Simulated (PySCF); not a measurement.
Molecule: `InChI=1S/C7H8/c1-2-7-4-3-6(1)5-7/h1-4,6-7H,5H2/t6-,7+`.

Bonds (- single, = double, # triple, : aromatic): C1=C2 1.336 Å, C2-C3 1.535 Å, C3-C4 1.535 Å, C4=C5 1.336 Å, C5-C6 1.535 Å, C6-C7 1.548 Å, C6-C1 1.535 Å, C7-C3 1.548 Å. C1 carries H8; C2 carries H9; C3 carries H10; C4 carries H11; C5 carries H12; C6 carries H13; C7 carries H14, H15. Stereochemistry as in C1=C[C@H]2C=C[C@@H]1C2.

Geometry PBE0-D3(BJ)/def2-SVP throughout; GIAO in PySCF 2.14.0 with density-fitted response routines, gas phase, one conformer, non-relativistic; equivalent atoms averaged; basis pcSseg-1.

Problem. How do the shifts δ (against TMS at the same level) depend on the functional? (ppm; last column core-seconds on shared hosts with different chips, so compare them loosely)

Solution. 
```csv
functional,kind,C1/C2/C4/C5,C7,C3/C6,H8/H9/H11/H12,H10/H13,H14/H15,core-s
BLYP,GGA,152.0,84.5,57.2,6.87,3.36,2.07,24
BP86,GGA,151.6,84.2,56.8,6.98,3.46,2.10,23
OPBE,GGA,144.0,78.6,54.1,6.96,3.44,2.13,24
KT3,GGA,140.2,79.1,53.5,6.81,3.39,2.07,22
PBE0,global hybrid,154.3,81.3,53.8,7.09,3.36,1.97,17
mPW1PW91,global hybrid,154.4,81.2,53.8,7.07,3.33,1.97,15
WP04,global hybrid,152.4,79.9,56.4,6.65,3.15,1.96,32
wB97X-D,range-separated hybrid,155.7,80.4,52.9,7.10,3.29,1.90,38
LC-wPBE,range-separated hybrid,159.4,77.5,51.1,7.16,3.23,1.83,27
```

Problem. Which nucleus moves most, in ppm?

Solution. C1/C2/C4/C5 (alkene CH): from 140.2 ppm with KT3 to 159.4 ppm with LC-wPBE. The smallest spread is 0.29 ppm, at H14/H15. Proton shifts span only some 12 ppm, so a few tenths of a ppm matter as much there as several ppm in carbon.
